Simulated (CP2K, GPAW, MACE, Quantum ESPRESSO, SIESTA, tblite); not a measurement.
# Predicting plane-wave site energies from CP2K double zeta, r2SCAN: C in place of Si in Σ25 (430)[001] symmetric tilt boundary in Si with 11 % P, 0 of 8 solute atoms at the boundaries (76 atoms)

The cell holds 76 atoms: 68 Si and 8 P. Cell: a = 5.458 Å, b = 13.914 Å, c = 21.276 Å, α = 90.0°, β = 90.0°, γ = 101.3°. It derives from Si. Two grains of Si, mirror images, two boundaries a cell, the joint chosen and relaxed with the MACE-MP-0b2 potential; the cell scaled by Vegard's rule for 8 P among 76 atoms, 0 of them put at random on the 25 sites nearest the other grain and the rest on the 25 sites farthest from it; atoms relaxed with that potential at fixed cell. Lattice constants are starting values near those of PBE. Then the atoms were relaxed with MACE MP-0b3 medium in the fixed cell. Regions: lower grain, 41 atoms (37 Si and 4 P); upper grain, 35 atoms (31 Si and 4 P).

Calculated with Quantum ESPRESSO 7.5: PBE; plane waves, SSSP efficiency, 45/360 Ry; k-points Γ. The cheaper level is r2SCAN; DZVP-UZH, GTH-SCAN potentials, 600 Ry; k-points Γ. Each row is one cell with C in place of Si, relaxed with MACE MP-0b3 medium; both levels solve the same cells, and energies are counted from site Si40 at each level.

| energy from CP2K double zeta, r2SCAN (eV) | energy from plane waves (eV) | site |
| --- | --- | --- |
| 0.000 | 0 | Si40 |
| 1.196 | 1.008 | Si72 |
| 1.699 | 1.131 | Si9 |
| 1.808 | ? | ? |
| 2.896 | 2.331 | Si59 |

**Question.** Fit a straight line to the rows given and interpolate to the withheld row.

Worked fit:

Take u as the energy from CP2K double zeta, r2SCAN and v as that from plane waves.

```
 u (eV)   v (eV)
      0        0
1.19553  1.00765
1.69853  1.13098
2.89649  2.33056
```

With n = 4: mean u = 1.44764, mean v = 1.11730, Σ(u − ū)² = 4.3213, Σ(u − ū)(v − v̄) = 3.4064. Slope b = 3.4064 / 4.3213 = 0.78826; intercept a = v̄ − b ū = -0.023823.

At the withheld site u = 1.808, and v = a + b u.

Prediction at 1.808: 1.401 eV. The run gave 1.305 eV, so the fit is high by 0.096 eV (7.3 % of the value).

The slope of 0.79 says that CP2K double zeta, r2SCAN stretches the spread of the sites. Taken as it stands, without the line, its value misses the withheld site by 0.50 eV. Among the rows given, the largest miss of the fit is at 1.699, by 0.18 eV (7.9 % of the range of the table).

Limits: Few sites, one cell. The geometries are those of MACE MP-0b3 medium, not of DFT.

[Logs are printed without paths, hosts, clocks, repeated set-up lines and the standing remarks that a program may print on its own settings, such as how far it seeks lower states.]

[Hosts, paths, dates, database ids (printed as entryN), source tags and the programs' standing remarks are cut or masked in the printed files.]
